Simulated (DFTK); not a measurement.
# Si (I4_1/amd) in DFTK: reference runs

How does Si come out in PBE? The cell is run as given and disturbed.

All numbers are computed with DFTK 0.8.2; they aren't measurements. Logs are shortened: lines on timing, memory, paths and dates and some standing lists are left out, and cuts for length are marked.

**1. Starting point**

Symmetry: I4_1/amd, No. 141, tetragonal system. The conventional cell has a = 4.743 Å, b = 4.743 Å, c = 2.659 Å, α = 90.00°, β = 90.00°, γ = 90.00°. Si (site symmetry -4m2) has 6 Si at 2.46 to 2.66 Å as nearest neighbours.

This isn't the form of Si at room conditions, which is diamond.

**2. Single point, PBE**

Input file run.jl:

```julia
using DFTK
using PseudoPotentialData
using Unitful, UnitfulAtomic
using LinearAlgebra, Printf
include("save.jl")
disable_threading()

# lattice vectors are the columns
lattice = austrip(1u"Å") * [ -2.3713723045   2.3713723045   2.3713723045;
             2.3713723045  -2.3713723045   2.3713723045;
             1.3292653899   1.3292653899  -1.3292653899]
symbols   = [:Si, :Si]
positions = [[0.5, 0.5, 0.0],
             [0.25, 0.75, 0.5]]
pseudopotentials = PseudoFamily("dojo.nc.sr.pbe.v0_4_1.standard.upf")
elements = Dict(s => ElementPsp(s, pseudopotentials) for s in unique(symbols))
atoms    = [elements[s] for s in symbols]

build_model(lattice, positions; symmetries=true) =
    model_DFT(lattice, atoms, positions;
              functionals=PBE(),
              temperature=austrip(0.05u"eV"),
              smearing=Smearing.FermiDirac(),
              symmetries)
Ecut  = 24.0  # hartree
kgrid = [11, 11, 11]
tol   = 1e-6
to_GPa = ustrip(uconvert(u"GPa", 1u"hartree/bohr^3"))

model = build_model(lattice, positions)
basis = PlaneWaveBasis(model; Ecut, kgrid)
display(basis)
scfres = self_consistent_field(basis;
                               tol,
                               nbandsalg=AdaptiveBands(model; n_bands_converge=9))
display(scfres.energies)
@printf "Fermi level: %.6f eV\n" ustrip(auconvert(u"eV", something(scfres.εF, NaN)))
forces = compute_forces_cart(scfres)
println("Forces (eV/Å)")
for (s, f) in zip(symbols, forces)
    @printf "%-3s %12.6f %12.6f %12.6f\n" s ustrip.(auconvert.(u"eV/Å", f))...
end
stress = compute_stresses_cart(scfres)
println("Stress (GPa)")
display(round.(stress * to_GPa; digits=4))
println("Levels at the first k-point (eV): ", round.(ustrip.(auconvert.(u"eV", scfres.eigenvalues[1][1:scfres.n_bands_converge])); digits=4))
save_scf!(scfres; forces, stress)
```

Potentials or basis: dojo.nc.sr.pbe.v0_4_1.standard.upf (PBE).

The run is started by

```sh
$ julia --threads=1 run.jl  # save.jl only writes the numbers to a file and isn't shown; printed stress counts tension as positive; times include loading and compiling
```

Standard output:

```text
PlaneWaveBasis discretization:

    Ecut                 : 24.0 Ha
    fft_size             : (40, 40, 40), 64000 total points
    kgrid                : MonkhorstPack([11, 11, 11])
    num.   red. kpoints  : 1331
    num. irred. kpoints  : 126

    Discretized Model(gga_x_pbe+gga_c_pbe, 3D):
        lattice (in Bohr)    : [-4.48124  , 4.48124   , 4.48124   ]
                               [4.48124   , -4.48124  , 4.48124   ]
                               [2.51195   , 2.51195   , -2.51195  ]
        unit cell volume     : 201.78 Bohr³

        atoms                : Si₂
        pseudopot. family    : PseudoFamily("dojo.nc.sr.pbe.v0_4_1.standard.upf")

        num. electrons       : 8
        spin polarization    : none
        temperature          : 0.0018375 Ha
        smearing             : DFTK.Smearing.FermiDirac()

        terms                : Kinetic()
                               AtomicLocal()
                               AtomicNonlocal()
                               Ewald(nothing)
                               PspCorrection()
                               Hartree()
                               Xc(gga_x_pbe, gga_c_pbe)
                               Entropy()
n     Energy            log10(ΔE)   log10(Δρ)   Diag   Δtime
---   ---------------   ---------   ---------   ----   ------
  1   -8.440264985584                   -1.21    5.1    7.76s
  2   -8.440709476352       -3.35       -1.59    1.0    4.79s
  3   -8.440768529472       -4.23       -3.04    1.8    4.76s
  4   -8.440776447780       -5.10       -3.59    4.2    7.33s
  5   -8.440776460713       -7.89       -3.93    1.7    4.55s
  6   -8.440776462701       -8.70       -4.99    1.4    4.36s
  7   -8.440776462858       -9.80       -5.73    3.4    6.39s
  8   -8.440776462860      -11.68       -6.52    2.3    5.24s
Energy breakdown (in Ha):
    Kinetic             3.1380317
    AtomicLocal         -0.5816576
    AtomicNonlocal      1.1330020
    Ewald               -9.8220918
    PspCorrection       0.7408813
    Hartree             0.0851670
    Xc                  -3.1338587
    Entropy             -0.0002502

    total               -8.440776462860
Fermi level: 7.429047 eV
Forces (eV/Å)
Si     -0.000000    -0.000000    -0.000000
Si      0.000000     0.000000     0.000000
Stress (GPa)
3×3 StaticArraysCore.SMatrix{3, 3, Float64, 9} with indices SOneTo(3)×SOneTo(3):
 -3.7868   0.0      0.0
  0.0     -3.7868   0.0
  0.0      0.0     -2.0198
Levels at the first k-point (eV): [-6.4858, 4.9767, 4.9767, 5.6752, 8.9825, 14.9508, 16.5425, 16.5592, 16.5592]
```

Wall time 98 s (1 thread of Intel Xeon 6975P-C (Granite Rapids), shared host); peak memory 1.9 GiB.

Results:

| Quantity | Value |
| --- | --- |
| Free energy | -229.6852 eV |
| Pressure | 3.2 GPa |
| Band gap on the k mesh | none (metal or under the smearing width) |

Stress tensor (GPa, compression positive):
```
3.79 0.00 0.00
0.00 3.79 0.00
0.00 0.00 2.02
```

**3. Single point, PBE (atoms moved at random, drawn with an rms of 0.05 Å)**

Changes to run.jl since step 2:

```diff
@@ -12,4 +12,4 @@
 symbols   = [:Si, :Si]
-positions = [[0.5, 0.5, 0.0],
-             [0.25, 0.75, 0.5]]
+positions = [[0.500617, 0.504993, -0.009059],
+             [0.25566, 0.759012, 0.494937]]
 pseudopotentials = PseudoFamily("dojo.nc.sr.pbe.v0_4_1.standard.upf")
```

Potentials or basis: dojo.nc.sr.pbe.v0_4_1.standard.upf (PBE).

The run is started by

```sh
$ julia --threads=1 run.jl  # save.jl only writes the numbers to a file and isn't shown; printed stress counts tension as positive; times include loading and compiling
```

Wall time 11 min (1 thread of Intel Xeon 6975P-C (Granite Rapids), shared host); peak memory 6.6 GiB.

Results (log left out):

- Free energy: -229.6847 eV
- Pressure: 3.2 GPa
- Largest force: 0.080 eV/Å
- Band gap on the k mesh: none (metal or under the smearing width)

Forces on the atoms (eV/Å):
```
Si   0.042  0.068  0.005
Si  -0.042 -0.068 -0.005
```

Stress tensor (GPa, compression positive):
```
 3.92 -0.02  0.03
-0.02  3.70 -0.04
 0.03 -0.04  2.00
```

Levels at points of the mesh, in eV from the Fermi level:
```
           k point  band 1  band 2  band 3  band 4  band 5  band 6  band 7  band 8
(0.00, 0.00, 0.00)  -13.91   -2.46   -2.45   -1.75    1.55    7.52    9.10    9.13
```
